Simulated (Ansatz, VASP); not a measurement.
**Au in VASP and in Ansatz**

Contents of INCAR:

```
PREC     = Accurate       # precision mode
ENCUT    = 520            # plane-wave cutoff, eV
EDIFF    = 1E-7           # SCF threshold, eV
ISMEAR   = -1             # smearing method
SIGMA    = 0.05           # smearing width, eV
LREAL    = F              # projectors in reciprocal space
LASPH    = T              # aspherical terms in the spheres
NELM     = 80             # most SCF steps
ALGO     = Normal         # electronic algorithm
ISIF     = 2              # what is computed and relaxed
LWAVE    = F              # write WAVECAR
LCHARG   = F              # write CHGCAR
GGA      = PS             # functional
NBANDS   = 18             # bands
```

The input KPOINTS:

```
regular mesh
0
Gamma
  11 11 6
```

POSCAR

```
Au
1.0
    2.8407997153      0.0000000000      0.0000000000
   -1.4203998576      2.4602047205      0.0000000000
    0.0000000000      0.0000000000      4.7803802105
Au
2
Direct
    0.6666666667      0.3333333333      0.2500000000
    0.3333333333      0.6666666667      0.7500000000
```

File input.yaml:

```yaml
crystal:
  lattice:
    - [2.8407997153, 0.0, 0.0]
    - [-1.4203998576, 2.4602047205, 0.0]
    - [0.0, 0.0, 4.7803802105]
  atoms:
    - { symbol: Au, position: [0.6666666667, 0.3333333333, 0.25] }
    - { symbol: Au, position: [0.3333333333, 0.6666666667, 0.75] }
hamiltonian:
  xc: pbesol
  pseudopotentials: { kind: paw }
kpoints:
  mp_grid: { grid: [11, 11, 6] }
scf:
  occupations: { method: fermi_dirac, width: 0.05 }
output:
  forces: true
  stress: true
  eigenvalues: true
```

Change from the starting cell: volume scaled by 0.94.

Alike in both runs: task single point; functional PBEsol; k mesh 11 × 11 × 6; occupations fermi-dirac, width 0.05 eV; no spin polarisation.

|  | VASP | Ansatz |
| --- | --- | --- |
| version | VASP 6.6.1 | Ansatz 0.2.0 |
| potentials or method | VASP PAW PBE potentials, release 64 (Au) | Ansatz PAW |
| plane-wave cutoff (eV) | 520 | 420 |
| valence electrons in the cell | 22 | 38 |

Ansatz gave:

```
gap on the k mesh at the Fermi level (eV)       : none
pressure (GPa)                                  : 3.5
largest component of the traceless stress (GPa) : 1.03
```

Task: Estimate VASP's values.

Result: gap on the k mesh at the Fermi level (eV): none; pressure (GPa): 3.2; largest component of the traceless stress (GPa): 1.03.

A gap of «none» marks a metal or a gap that the smearing closes. The two sets of potentials don't hold the same shells in valence.

Caveats: the PAW data sets were made with another functional, which shifts forces and pressure a little (VASP); the PAW data sets come from PBE, with cores solved anew for the run's functional, which leaves a small shift of forces and pressure (Ansatz). Spin-orbit coupling is left out, which matters for the levels of Au.
